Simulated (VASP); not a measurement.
# ZnS (P6_3mc) in VASP: notebook

ZnS is run at these levels: PBEsol; tasks: single point.

Everything below comes from runs of VASP 6.6.1. Logs are shortened: lines on timing, memory, paths and dates and some standing lists are left out, and cuts for length are marked.

**What was measured.**

A printed reference work, monograph reports, for a bulk crystal of ZnS at 4 K: band gap 3.911 eV (direct).

The runs below are set against these values where they give the same quantity.

## 1. The cell of the first run

The structure is hexagonal, space group P6_3mc (No. 186). Conventional cell: a = 3.909 Å, b = 3.909 Å, c = 6.041 Å, α = 90.00°, β = 90.00°, γ = 120.00°. Zn (site symmetry 3m) has 4 S at 2.26 to 2.38 Å within 3.0 Å. Within 3.0 Å of S (site symmetry 3m) lie 4 Zn at 2.26 to 2.38 Å.

## 2. Single point, PBEsol (19.99 Å³/atom)

Contents of INCAR:

```
SYSTEM = ZnS
PREC     = Accurate       ! precision mode
ENCUT    = 520            ! plane-wave cutoff, eV
EDIFF    = 1E-6           ! SCF threshold, eV
ISMEAR   = 0              ! smearing method
SIGMA    = 0.05           ! smearing width, eV
LREAL    = .FALSE.        ! projectors in reciprocal space
LASPH    = .TRUE.         ! aspherical terms in the spheres
NELM     = 80             ! most SCF steps
ALGO     = Normal         ! electronic algorithm
ISIF     = 2              ! what is computed and relaxed
LWAVE    = .FALSE.        ! write WAVECAR
LCHARG   = .FALSE.        ! write CHGCAR
GGA      = PS             ! functional
NBANDS   = 26             ! bands
```

Contents of KPOINTS:

```
Automatic mesh
0
G
  9 9 6
  0 0 0
```

Contents of POSCAR:

```
ZnS
1.0
    3.9093970692      0.0000000000      0.0000000000
   -1.9546985346      3.3856371754      0.0000000000
    0.0000000000      0.0000000000      6.0411912911
Zn S
2 2
Direct
    0.3333333333      0.6666666667      0.0054424479
    0.6666666667      0.3333333333      0.5054424479
    0.3333333333      0.6666666667      0.3795575521
    0.6666666667      0.3333333333      0.8795575521
```

Potentials or basis: VASP PAW PBE potentials, release 64 (Zn, S).

On the command line:

```
> cat potpaw_PBE.64/Zn/POTCAR potpaw_PBE.64/S/POTCAR > POTCAR
> mpirun -np 1 vasp_std > vasp.out
```

OUTCAR:

```text
SYSTEM = ZnS
   PREC = Accurate
   ENCUT = 520
   EDIFF = 1E-6
   ISMEAR = 0
   LREAL = .FALSE.
   LASPH = .TRUE.
   NELM = 80
   ISIF = 2
   GGA = PS

 ion  position               nearest neighbor table
   1  0.333  0.667  0.005-   3 2.26   4 2.38   4 2.38   4 2.38
   2  0.667  0.333  0.505-   4 2.26   3 2.38   3 2.38   3 2.38
   3  0.333  0.667  0.380-   1 2.26   2 2.38   2 2.38   2 2.38
   4  0.667  0.333  0.880-   2 2.26   1 2.38   1 2.38   1 2.38

  LATTYP: Found a hexagonal cell.
 ALAT       =     3.9093970692
 C/A-ratio  =     1.5453000000

  Lattice vectors:

 A1 = (   3.9093970692,   0.0000000000,   0.0000000000)
 A2 = (  -1.9546985346,   3.3856371754,   0.0000000000)
 A3 = (   0.0000000000,   0.0000000000,   6.0411912911)

Analysis of symmetry for initial positions (statically):
=====================================================================
 Subroutine PRICEL returns:
 Original cell was already a primitive cell.

 Routine SETGRP: Setting up the symmetry group for a
 hexagonal supercell.

 Subroutine GETGRP returns: Found 12 space group operations
 (whereof  6 operations were pure point group operations)
 out of a pool of 24 trial point group operations.

The static configuration has the point symmetry C_3v.
 The point group associated with its full space group is C_6v.

Analysis of symmetry for dynamics (positions and initial velocities):
=====================================================================
 Subroutine PRICEL returns:
 Original cell was already a primitive cell.

 Routine SETGRP: Setting up the symmetry group for a
 hexagonal supercell.

 Subroutine GETGRP returns: Found 12 space group operations
 (whereof  6 operations were pure point group operations)
 out of a pool of 24 trial point group operations.

The dynamic configuration has the point symmetry C_3v.
 The point group associated with its full space group is C_6v.

 Subroutine INISYM returns: Found 12 space group operations
 (whereof  6 operations are pure point group operations),
 and found     1 'primitive' translations

----------------------------------------------------------------------------------------

                                     Primitive cell

  volume of cell :      79.9600

  direct lattice vectors                    reciprocal lattice vectors
     3.909397069  0.000000000  0.000000000     0.255793920  0.147682688  0.000000000
    -1.954698535  3.385637175  0.000000000     0.000000000  0.295365377  0.000000000
     0.000000000  0.000000000  6.041191291     0.000000000  0.000000000  0.165530266

  length of vectors
     3.909397069  3.909397069  6.041191291     0.295365377  0.295365377  0.165530266

  position of ions in fractional coordinates (direct lattice)
     0.333333333  0.666666667  0.005442448
     0.666666667  0.333333333  0.505442448
     0.333333333  0.666666667  0.379557552
     0.666666667  0.333333333  0.879557552

  ion indices of the primitive-cell ions
   primitive index   ion index
                 1           1
                 2           2
                 3           3
                 4           4

----------------------------------------------------------------------------------------

 KPOINTS: Automatic mesh

Automatic generation of k-mesh.
 Grid dimensions read from file:
 generate k-points for:    9    9    6

 Generating k-lattice:

  Cartesian coordinates                     Fractional coordinates (reciprocal lattice)
     0.028421547  0.016409188  0.000000000     0.111111111  0.000000000  0.000000000
     0.000000000  0.032818375  0.000000000     0.000000000  0.111111111  0.000000000
     0.000000000  0.000000000  0.027588378     0.000000000  0.000000000  0.166666667

  Length of vectors
     0.032818375  0.032818375  0.027588378

  Shift w.r.t. Gamma in fractional coordinates (k-lattice)
     0.000000000  0.000000000  0.000000000

 Subroutine IBZKPT returns following result:
 ===========================================

 Found     48 irreducible k-points:

 Following reciprocal coordinates:
            Coordinates               Weight
  0.000000  0.000000  0.000000      1.000000
  0.111111 -0.000000  0.000000      6.000000
  0.222222 -0.000000  0.000000      6.000000
  0.333333  0.000000  0.000000      6.000000
  0.444444 -0.000000  0.000000      6.000000
  0.111111  0.111111  0.000000      6.000000
[... 16 lines left out ...]
  0.333333  0.222222  0.166667     24.000000
  0.333333  0.333333  0.166667      4.000000
 [... further k-points ...]
   k-points           NKPTS =     48   k-points in BZ     NKDIM =     48   number of bands    NBANDS=     26
   number of dos      NEDOS =    301   number of ions     NIONS =      4
   total plane-waves  NPLWV =  43200
   dimension x,y,z NGX =    30 NGY =   30 NGZ =   48
   dimension x,y,z NGXF=    60 NGYF=   60 NGZF=   96
   ions per type =               2   2
   NGX,Y,Z   is equivalent  to a cutoff of  12.76, 12.76, 13.21 a.u.
[... 33 lines left out ...]
  Fermi-wavevector in a.u.,A,eV,Ry     =   1.254733  2.371102 21.420407  1.574355
  Thomas-Fermi vector in A             =   2.388524
   LORBIT       =      0    0 simple, 1 ext, 2 COOP (PROOUT), +10 PAW based schemes
   GGA     = PS    functional components
   LHFCALC =     F    Hartree Fock is set to
   AEXX    =    0.0000 exact exchange contribution
   IVDW    =     0    specifies the selected vdW correction
   LEPSILON=     F    determine dielectric tensor
   LRPA    =     F    only Hartree local field effects (RPA)
 non-spin polarized calculation
 Gauss-broadening in eV      SIGMA  =   0.05
  energy-cutoff  :      520.00
  volume of cell :       79.96
 maximum number of plane-waves:      2189
 NGX is ok and might be reduce to    30
   NGX = 15   NGY = 15   NGZ = 23

 number of electron      35.9999980 magnetization

 Free energy of the ion-electron system (eV)
  ---------------------------------------------------
  ext. energy  EPLUGINS =         0.00000000
  ---------------------------------------------------
  free energy    TOTEN  =       -15.06077680 eV

  energy without entropy =      -15.06077680  energy(sigma->0) =      -15.06077680

 E-fermi :   2.1245     XC(G=0):  -9.7738

 val. band max:        1.9202543397   @ k =   0.0000   0.0000   0.0000
 cond. band min:       3.9225011109   @ k =   0.0000   0.0000   0.0000
 fundamental gap:      2.0022467713
 Fermi energy:         2.1245432108

 k-point     1 :       0.0000    0.0000    0.0000
  band No.  band energies     occupation
      1     -11.1917      2.00000
      2     -10.1293      2.00000
      3      -4.4546      2.00000
      4      -4.3873      2.00000
      5      -4.3873      2.00000
      6      -4.2883      2.00000
[... 18 lines left out ...]
     25       9.4628      0.00000
     26      11.3204      0.00000

 k-point     2 :       0.1111   -0.0000    0.0000
  band No.  band energies     occupation
      1     -11.1147      2.00000
      2     -10.0956      2.00000
      3      -4.4435      2.00000
      4      -4.3879      2.00000
      5      -4.3742      2.00000
      6      -4.2816      2.00000
[... 18 lines left out ...]
     25       9.8176      0.00000
     26      10.6053      0.00000

 k-point     3 :       0.2222   -0.0000    0.0000
  band No.  band energies     occupation
      1     -10.9023      2.00000
      2     -10.0163      2.00000
      3      -4.4256      2.00000
      4      -4.3729      2.00000
      5      -4.3453      2.00000
      6      -4.2543      2.00000
[... 18 lines left out ...]
     25      10.0806      0.00000
     26      10.7394      0.00000

 k-point     4 :       0.3333    0.0000    0.0000
  band No.  band energies     occupation
      1     -10.6141      2.00000
      2      -9.9506      2.00000
      3      -4.4154      2.00000
      4      -4.3238      2.00000
      5      -4.3220      2.00000
      6      -4.1842      2.00000
[... 18 lines left out ...]
     25      10.8372      0.00000
     26      11.4106      0.00000
[... 496 lines left out ...]
      1     -10.4294      2.00000
      2      -9.9718      2.00000
      3      -4.3631      2.00000
      4      -4.3586      2.00000
      5      -4.2486      2.00000
      6      -4.2254      2.00000
[... 18 lines left out ...]
     25      10.4601      0.00000
     26      11.4332      0.00000

 k-point    23 :       0.3333    0.2222    0.1667
  band No.  band energies     occupation
      1     -10.2177      2.00000
      2      -9.9870      2.00000
      3      -4.3718      2.00000
      4      -4.3170      2.00000
      5      -4.2352      2.00000
      6      -4.1364      2.00000
[... 18 lines left out ...]
     25      10.9412      0.00000
     26      11.8927      0.00000

 k-point    24 :       0.3333    0.3333    0.1667
  band No.  band energies     occupation
      1     -10.0684      2.00000
      2     -10.0684      2.00000
      3      -4.3701      2.00000
      4      -4.2714      2.00000
      5      -4.2714      2.00000
      6      -4.0759      2.00000
[... 18 lines left out ...]
     25      11.7450      0.00000
     26      11.7727      0.00000

 [... further k-points ...]
[... 5 lines left out ...]
  --------------------------------------------------------------------------------------
  -------------------------------------------------------------------------------------
  Total       -2.4794660     -2.4794660      1.7968290      0.0000000     -0.0000000      0.0000000
  in kB      -49.6816437    -49.6816437     36.0034845      0.0000000     -0.0000000      0.0000000
  external PRESSURE =     -21.1199343 kB  Pullay stress =       0.0000000 kB

 VOLUME and BASIS-vectors are now :
 -----------------------------------------------------------------------------
  energy-cutoff  :      520.00
  volume of cell :       79.96
      direct lattice vectors                 reciprocal lattice vectors
     3.909397069  0.000000000  0.000000000     0.255793920  0.147682688  0.000000000
    -1.954698535  3.385637175  0.000000000     0.000000000  0.295365377  0.000000000
     0.000000000  0.000000000  6.041191291     0.000000000  0.000000000  0.165530266

 POSITION                                       TOTAL-FORCE (eV/Angst)
 -----------------------------------------------------------------------------------
     -0.00000      2.25709      0.03288        -0.000000     -0.000000     -0.446624
      1.95470      1.12855      3.05347         0.000000     -0.000000     -0.446624
     -0.00000      2.25709      2.29298         0.000000     -0.000000      0.446624
      1.95470      1.12855      5.31358        -0.000000      0.000000      0.446624
 -----------------------------------------------------------------------------------
    total drift:                               -0.000000     -0.000000     -0.000012

  FREE ENERGIE OF THE ION-ELECTRON SYSTEM (eV)
  ---------------------------------------------------
  free  energy   TOTEN  =       -15.0607767964 eV

  energy  without entropy=      -15.0607767964  energy(sigma->0) =      -15.06077680
```

It took 2.1 min on 1 thread of Intel Xeon 8259CL, shared host; peak memory 0.24 GiB.

Results:

```yaml
Free_energy: -15.0608 eV
Pressure: -2.1 GPa
Largest_force: 0.447 eV/Å
Band_gap_on_the_k_mesh: 2.00 eV
```

Forces in eV/Å, atoms in the order of the input:
```
Zn   0.000  0.000 -0.447
Zn   0.000  0.000 -0.447
S    0.000  0.000  0.447
S    0.000  0.000  0.447
```

Levels at points of the mesh, in eV from the valence-band top:
| k point | band 16 | band 17 | band 18 | band 19 | band 20 | band 21 |
| --- | --- | --- | --- | --- | --- | --- |
| (0.00, 0.00, 0.00) | -0.06 | -0.06 | 0.00 | 2.00 | 2.54 | 5.97 |
| (0.00, 0.00, 0.50) | -0.62 | -0.62 | -0.62 | 3.20 | 3.20 | 6.44 |

Caveat: the PAW data sets were made with another functional, which shifts forces and pressure a little. As with any semilocal functional, this PBEsol gap is likely too small.

## 3. Single point, PBEsol (19.99 Å³/atom)

Contents of INCAR:

```
ALGO = Normal ; EDIFF = 1E-6
ENCUT = 520 ; GGA = PS
ISIF = 2 ; ISMEAR = 0
LASPH = True ; LCHARG = False
LREAL = False ; LWAVE = False
NBANDS = 26 ; NELM = 100
PREC = Accurate ; SIGMA = 0.05
```

Contents of KPOINTS:

```
k-points
0
Gamma
  9 9 6
```

Contents of POSCAR:

```
ZnS
1.0
    3.7544710669      0.0000000000      0.0000000000
   -1.8772355334      3.2514673217      0.0000000000
    0.0000000000      0.0000000000      6.5500502233
Zn S
2 2
Direct
    0.3333333333      0.6666666667      0.0054424479
    0.6666666667      0.3333333333      0.5054424479
    0.3333333333      0.6666666667      0.3795575521
    0.6666666667      0.3333333333      0.8795575521
```

Potentials or basis: VASP PAW PBE potentials, release 64 (Zn, S).

On the command line:

```
> cat potpaw_PBE.64/Zn/POTCAR potpaw_PBE.64/S/POTCAR > POTCAR
> mpirun -np 1 vasp_std > vasp.out
```

It took 1.9 min on 1 thread of Intel Xeon 8259CL, shared host; peak memory 0.24 GiB.

The run converged. Its results:

```yaml
Free_energy: -15.0663 eV
Pressure: -2.3 GPa
Largest_force: 0.235 eV/Å
Band_gap_on_the_k_mesh: 1.80 eV
```

Forces in eV/Å, atoms in the order of the input:
```
Zn   0.000  0.000  0.235
Zn   0.000  0.000  0.235
S    0.000  0.000 -0.235
S    0.000  0.000 -0.235
```

Stress tensor (GPa, compression positive):
```
 0.19  0.00  0.00
 0.00  0.19  0.00
 0.00  0.00 -7.20
```

Levels at points of the mesh, in eV from the valence-band top:
| k point | band 16 | band 17 | band 18 | band 19 | band 20 | band 21 |
| --- | --- | --- | --- | --- | --- | --- |
| (0.00, 0.00, 0.00) | -0.33 | 0.00 | 0.00 | 1.80 | 3.32 | 5.91 |
| (0.00, 0.00, 0.50) | -0.37 | -0.37 | -0.37 | 3.54 | 3.54 | 6.27 |

Caveat: the PAW data sets were made with another functional, which shifts forces and pressure a little.

## 4. Single point, PBEsol (19.99 Å³/atom)

Contents of INCAR:

```
  PREC = Accurate
  ENCUT = 520
  EDIFF = 1E-6
  ISMEAR = 0
  SIGMA = 0.05
  LREAL = F
  LASPH = T
  NELM = 100
  ALGO = Normal
  ISIF = 2
  LWAVE = F
  LCHARG = F
  GGA = PS
  NBANDS = 26
```

Contents of KPOINTS:

```
Automatic mesh
0
Gamma
  9 9 6
```

Contents of POSCAR:

```
ZnS
1.0
    3.8311821878      0.0000000000      0.0000000000
   -1.9155910939      3.3179011011      0.0000000000
    0.0000000000      0.0000000000      6.2903751065
Zn S
2 2
Direct
    0.3333333333      0.6666666667      0.0054424479
    0.6666666667      0.3333333333      0.5054424479
    0.3333333333      0.6666666667      0.3795575521
    0.6666666667      0.3333333333      0.8795575521
```

On the command line:

```
> cat potpaw_PBE.64/Zn/POTCAR potpaw_PBE.64/S/POTCAR > POTCAR
> mpirun -np 1 vasp_std > vasp.out
```

Wall time 1.7 min (1 thread of Intel Xeon 8259CL, shared host); peak memory 0.23 GiB.

The run converged. Its results:

* Free energy: -15.1438 eV
* Pressure: -2.6 GPa
* Largest force: 0.008 eV/Å
* Band gap on the k mesh: 1.99 eV

Forces in eV/Å, atoms in the order of the input:
```
Zn   0.000  0.000 -0.008
Zn   0.000  0.000 -0.008
S    0.000  0.000  0.008
S    0.000  0.000  0.008
```

Stress tensor (GPa, compression positive):
```
-2.61  0.00  0.00
 0.00 -2.61  0.00
 0.00  0.00 -2.71
```

Levels at points of the mesh, in eV from the valence-band top:
```tsv
k point	band 15	band 16	band 17	band 18	band 19	band 20	band 21	band 22
(0.00, 0.00, 0.00)	-0.88	-0.09	0.00	0.00	1.99	2.96	6.23	6.23
(0.00, 0.00, 0.50)	-0.46	-0.46	-0.46	-0.46	3.40	3.40	6.65	6.65
```

Caveat: the PAW data sets were made with another functional, which shifts forces and pressure a little.

## 5. Single point, PBEsol (19.99 Å³/atom)

Contents of INCAR:

```
ALGO = Normal
EDIFF = 1E-6
ENCUT = 520
GGA = PS
ISIF = 2
ISMEAR = 0
LASPH = True
LCHARG = False
LREAL = False
LWAVE = False
NBANDS = 26
NELM = 100
PREC = Accurate
SIGMA = 0.05
```

Contents of KPOINTS:

```
k-points
0
Gamma
  9 9 6
```

Contents of POSCAR:

```
ZnS
1.0
    3.9892940558      0.0000000000      0.0000000000
   -1.9946470279      3.4548299955      0.0000000000
    0.0000000000      0.0000000000      5.8016303454
Zn S
2 2
Direct
    0.3333333333      0.6666666667      0.0054424479
    0.6666666667      0.3333333333      0.5054424479
    0.3333333333      0.6666666667      0.3795575521
    0.6666666667      0.3333333333      0.8795575521
```

On the command line:

```
> cat potpaw_PBE.64/Zn/POTCAR potpaw_PBE.64/S/POTCAR > POTCAR
> mpirun -np 1 vasp_std > vasp.out
```

It took 2.2 min on 1 thread of Intel Xeon 8259CL, shared host; peak memory 0.24 GiB.

It converged, with:

| Item | Value |
| --- | --- |
| Free energy | -14.7877 eV |
| Pressure | -0.5 GPa |
| Largest force | 1.149 eV/Å |
| Band gap on the k mesh | 1.95 eV |

Forces on the atoms (eV/Å):
```
Zn   0.000  0.000 -1.149
Zn   0.000  0.000 -1.149
S    0.000  0.000  1.149
S    0.000  0.000  1.149
```

Stress tensor (GPa, compression positive):
```
-6.78  0.00  0.00
 0.00 -6.78  0.00
 0.00  0.00 11.98
```

Levels at points of the mesh, in eV from the valence-band top:
| k point | band 15 | band 16 | band 17 | band 18 | band 19 | band 20 | band 21 | band 22 |
| --- | --- | --- | --- | --- | --- | --- | --- | --- |
| (0.00, 0.00, 0.00) | -1.39 | -0.12 | -0.12 | 0.00 | 1.95 | 2.12 | 5.71 | 5.71 |
| (0.00, 0.00, 0.50) | -0.78 | -0.78 | -0.78 | -0.78 | 3.03 | 3.03 | 6.18 | 6.18 |

Caveat: the PAW data sets were made with another functional, which shifts forces and pressure a little; an odd mesh through Γ misses points on the zone boundary, where band edges can lie.

## 6. The runs side by side

| cell | gap on the mesh (eV) | pressure (GPa) | largest force (eV/Å) |
| --- | --- | --- | --- |
| a = 3.909, b = 3.909, c = 6.041 Å, angles 90.0, 90.0, 120.0°, 4 atoms | 2.00 | -2.1 | 0.45 |
| a = 3.754, b = 3.754, c = 6.550 Å, angles 90.0, 90.0, 120.0°, 4 atoms | 1.80 | -2.3 | 0.24 |
| a = 3.831, b = 3.831, c = 6.290 Å, angles 90.0, 90.0, 120.0°, 4 atoms | 1.99 | -2.6 | 0.01 |
| a = 3.989, b = 3.989, c = 5.802 Å, angles 90.0, 90.0, 120.0°, 4 atoms | 1.95 | -0.5 | 1.15 |

Alike in all rows: task single point; level PBEsol; potentials or basis VASP PAW PBE potentials, release 64 (Zn, S); no spin polarisation; k mesh 9 × 9 × 6; cutoff (eV) 520; smearing gaussian 0.05 eV.

Caveats: the PAW data sets were made with another functional, which shifts forces and pressure a little; an odd mesh through Γ misses points on the zone boundary, where band edges can lie (at least some runs).

Total energies depend on the potentials used, so only differences within one code and one set of settings carry meaning.

## 7. Against experiment

Step 5. Against the measured gap of ZnS, 3.911 eV (direct; 4 K; a printed reference work, monograph), the calculated 1.95 eV is off by -1.96 eV. So large a miss can be the level of theory's own, or it may mean another phase, state or a wrong row. The value is that of PBEsol on a finite k mesh, which can miss the band edges, without temperature or zero-point motion. Semilocal functionals fall short of measured gaps as a rule.
